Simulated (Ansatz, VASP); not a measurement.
**TiAl: VASP beside Ansatz**

The input INCAR:

```
SYSTEM = TiAl
  PREC = Accurate
  ENCUT = 520
  EDIFF = 1E-6
  ISMEAR = -1
  SIGMA = 0.05
  LREAL = .False.
  LASPH = .True.
  NELM = 60
  ALGO = Fast
  ISIF = 2
  LWAVE = .False.
  LCHARG = .False.
  GGA = CA
  NBANDS = 14
```

The input KPOINTS:

```
regular mesh
0
Gamma
  8 8 8
  0 0 0
```

POSCAR

```
TiAl
1.0
    3.1577273571      0.0000000000      0.0000000000
    0.0000000000      3.1577273571      0.0000000000
    0.0000000000      0.0000000000      3.1577273571
Ti Al
1 1
Direct
    0.0000000000      0.0000000000      0.0000000000
    0.5000000000      0.5000000000      0.5000000000
```

The input input.yaml:

```yaml
crystal:
  lattice:
    - [3.1577273571, 0.0, 0.0]
    - [0.0, 3.1577273571, 0.0]
    - [0.0, 0.0, 3.1577273571]
  atoms:
    - { symbol: Ti, position: [0.0, 0.0, 0.0] }
    - { symbol: Al, position: [0.5, 0.5, 0.5] }
kpoints:
  mp_grid: { grid: [8, 8, 8] }
scf:
  occupations: { method: fermi_dirac, width: 0.05 }
hamiltonian:
  xc: lda
  pseudopotentials: { kind: all_electron, lapw: { basis_error: 0.001 } }
output:
  forces: true
  stress: true
  eigenvalues: true
```

Change from the starting cell: volume scaled by 0.98.

Alike in both runs: task single point; functional LDA; k mesh 8 × 8 × 8; occupations fermi-dirac, width 0.05 eV; no spin polarisation.

|  | VASP | Ansatz |
| --- | --- | --- |
| version | VASP 6.6.1 | Ansatz 0.2.0 |
| potentials or method | VASP PAW LDA potentials, release 64 (Ti_sv, Al) | all-electron LAPW, scalar-relativistic |
| plane-wave cutoff (eV) | 520 | see its input |

|  | VASP | Ansatz | Ansatz less VASP |
| --- | --- | --- | --- |
| gap on the k mesh at the Fermi level (eV) | none | none | - |
| pressure (GPa) | -3.5 | -3.7 | -0.17 |

A gap of «none» marks a metal or a gap that the smearing closes. Ansatz ran all-electron here, so the differences hold the error of VASP's frozen core and of both bases.
